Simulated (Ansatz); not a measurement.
K2S built on the antifluorite prototype at its r2SCAN geometry, run in the PAW code Ansatz at 3 levels of theory. Spin-unpolarised throughout; all numbers are computed.

The r2SCAN input:
```yaml
crystal:
  lattice:
    - [0.0, 3.7027568516, 3.7027568516]
    - [3.7027568516, 0.0, 3.7027568516]
    - [3.7027568516, 3.7027568516, 0.0]
  atoms:
    - { symbol: S, position: [0.0, 0.0, 0.0] }
    - { symbol: K, position: [0.25, 0.25, 0.25] }
    - { symbol: K, position: [0.75, 0.75, 0.75] }
kpoints:
  mp_grid: { grid: [6, 6, 6] }
  band_path:
    path:
      - [0.0, 0.0, 0.0]
      - [0.5, 0.0, 0.5]
      - [0.625, 0.25, 0.625]
      - [0.375, 0.375, 0.75]
      - [0.5, 0.5, 0.5]
      - [0.5, 0.25, 0.75]
    npoints: 1
hamiltonian:
  xc: r2scan
scf:
  occupations: { method: fixed }
  n_extra_bands: 4
output:
  forces: true
  stress: true
  eigenvalues: true
```

Main results, then, where recorded, the levels near the gap in eV from the Fermi energy (columns number the bands from 0), one row a point of the path (Γ, X, U, K, L, W):
```
Crystal: 3 atoms, lattice volume = 101.533 Å³
Symmetry: 48 space group operations
Space group: Fm-3m (ITA 225)
```
```
Basis set: ecut = 500 eV, 2637 PW (Γ)
k-points: 16 of 216
SCF 1 converged in 6 iterations: F = -3994.564919 eV  dr2 = 1.41e-8
Free energy (F): -3994.564919 eV
Fermi energy:    2.354664 eV
--- Stress (GPa, compression-positive) ---
        0.006535       0.000000       0.000000
        0.000000       0.006535       0.000000
        0.000000       0.000000       0.006535
  P = ⅓ Tr σ = 0.0065 GPa (0.065 kbar)
```
```tsv
band_9	band_10	band_11	band_12	band_13	band_14
-0.198	-0.198	-0.198	2.754	5.951	5.951
-0.714	0.000	0.000	3.710	5.891	7.178
-0.526	-0.198	-0.015	3.943	6.034	6.882
-0.526	-0.198	-0.015	3.943	6.034	6.882
-0.601	-0.067	-0.067	4.951	5.602	6.251
-0.363	-0.363	-0.016	3.927	6.343	6.343
```

r2SCAN gives an indirect gap of 2.75 eV, from X to Γ; the least direct gap is 2.95 eV at Γ.

Task: In the first input these blocks are replaced (the band path and keys that only write files left aside):
```yaml
kpoints:
  mp_grid: { grid: [4, 4, 4] }
hamiltonian:
  xc: hse06
```
What comes out?

Result:
```
Basis set: ecut = 420 eV, 1989 PW (Γ)
k-points: 8 of 64
SCF 1 stopped early in 2 iterations: F = -3980.854613 eV  dr2 = 2.15e-5
Exchange kernel: α = 0.2500, screened, ω = 0.2079 Å⁻¹, Wigner–Seitz truncation, v(0) = 1045.1902 eV·Å³, q-mesh 4×4×4
SCF 2 stopped early in 6 iterations: F = -3983.281104 eV  dr2 = 6.69e-7
hybrid outer 1: dexx = +3.901e-3 eV, tail = 5.99e-6 eV
SCF 3 converged in 3 iterations: F = -3983.281141 eV  dr2 = 2.78e-9
hybrid outer 2: dexx = +9.266e-8 eV, tail = 9.84e-9 eV, Δε = 1.70e-3 eV
Free energy (F): -3983.281141 eV
Fermi energy:    1.923969 eV
--- Stress (GPa, compression-positive) ---
        0.136072       0.000000       0.000000
        0.000000       0.136072       0.000000
        0.000000       0.000000       0.136072
  P = ⅓ Tr σ = 0.1361 GPa (1.361 kbar)
```
```tsv
band_9	band_10	band_11	band_12	band_13	band_14
-0.187	-0.187	-0.187	3.309	6.696	6.696
-0.764	0.000	0.000	4.446	6.449	7.811
-0.564	-0.212	-0.013	4.691	6.610	7.497
-0.564	-0.212	-0.013	4.691	6.610	7.497
-0.635	-0.061	-0.061	5.727	6.071	6.953
-0.390	-0.390	-0.016	4.678	6.954	6.954
```
With HSE06 the valence top lies at X and the conduction bottom at Γ, 3.31 eV higher; the smallest vertical gap, at Γ, is 3.50 eV. The mean stress, +0.1 GPa, is small, and the program warns that its thresholds are loose for a hybrid's stress.

PBE0. Against the first input these blocks differ (the band path and keys that only write files left aside):
```yaml
kpoints:
  mp_grid: { grid: [4, 4, 4] }
hamiltonian:
  xc: pbe0
```

```
Basis set: ecut = 420 eV, 1989 PW (Γ)
k-points: 8 of 64
SCF 1 stopped early in 2 iterations: F = -3980.854737 eV  dr2 = 2.27e-5
SCF 2 stopped early in 6 iterations: F = -3983.944786 eV  dr2 = 1.84e-6
hybrid outer 1: dexx = +6.148e-3 eV, tail = 9.38e-6 eV
SCF 3 converged in 4 iterations: F = -3983.944855 eV  dr2 = 1.05e-9
hybrid outer 2: dexx = +2.824e-7 eV, tail = 8.63e-9 eV, Δε = 1.90e-3 eV
Free energy (F): -3983.944855 eV
Fermi energy:    1.531053 eV
--- Stress (GPa, compression-positive) ---
        0.104911       0.000000       0.000000
        0.000000       0.104911       0.000000
        0.000000       0.000000       0.104911
  P = ⅓ Tr σ = 0.1049 GPa (1.049 kbar)
```
```tsv
band_9	band_10	band_11	band_12	band_13	band_14
-0.185	-0.185	-0.185	4.008	7.458	7.458
-0.779	0.000	0.000	5.163	7.201	8.581
-0.575	-0.217	-0.012	5.413	7.364	8.261
-0.575	-0.217	-0.012	5.413	7.364	8.261
-0.653	-0.060	-0.060	6.461	6.809	7.709
-0.397	-0.397	-0.017	5.400	7.714	7.714
```

With PBE0 the valence top lies at X and the conduction bottom at Γ, 4.01 eV higher; the smallest vertical gap, at Γ, is 4.19 eV. The mean stress, +0.1 GPa, is small, and the program warns that its thresholds are loose for a hybrid's stress.

The hybrids run on coarser meshes, which limits their stresses and small splittings of levels.

Totals of different functionals can't be compared.

The meshes of the hybrids are coarse, so their gaps aren't converged to the digits shown.
